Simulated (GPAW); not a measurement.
A run of GPAW 26.7.0:

Contents of run.py:

```python
from ase.filters import FrechetCellFilter
from ase.io import read, write
from ase.optimize import LBFGS
from gpaw import GPAW, PW

atoms = read('LiCl.xyz')

calc = GPAW(mode=PW(800),
            xc='PBE',
            kpts={'size': (9, 9, 9), 'gamma': True},
            occupations={'name': 'fermi-dirac', 'width': 0.05},
            nbands=11,
            convergence={'density': 1e-05, 'forces': 0.0001},
            maxiter=150,
            txt='gpaw.txt')
atoms.calc = calc
opt = LBFGS(FrechetCellFilter(atoms), trajectory='relax.traj', logfile='-')
done = opt.run(fmax=0.01, steps=40)
calc.write('gs.gpw')
write('result.traj', atoms)
print('Converged:', done)
print('Cell:', atoms.cell.cellpar().round(4))
print('Volume:', round(atoms.get_volume(), 4))
print(atoms.get_scaled_positions().round(5))
```

Contents of LiCl.xyz:

```xyz
2
Lattice="0.0000000000 2.5647700000 2.5647700000 2.5647700000 0.0000000000 2.5647700000 2.5647700000 2.5647700000 0.0000000000" Properties=species:S:1:pos:R:3 pbc="T T T"
Cl     2.5647700000      2.5647700000      2.5647700000
Li     0.0000000000      0.0000000000      0.0000000000
```

Potentials or basis: GPAW PAW data sets (gpaw-data 1.2.1), pw.

Command:

```sh
$ OMP_NUM_THREADS=1 python run.py
```

Hardware: 1 thread of Intel(R) Xeon(R) Platinum 8259CL CPU @ 2.50GHz (Skylake/Cascade Lake), on a shared host.

Task: How long does it take, and how much memory?

Result: Wall time 35 s on 1 thread of Intel(R) Xeon(R) Platinum 8259CL CPU @ 2.50GHz (Skylake/Cascade Lake) (shared host), peak memory 0.18 GiB. Counts: scf iterations 25, plane waves 1759, bands 11, k points 35, ion steps 3.
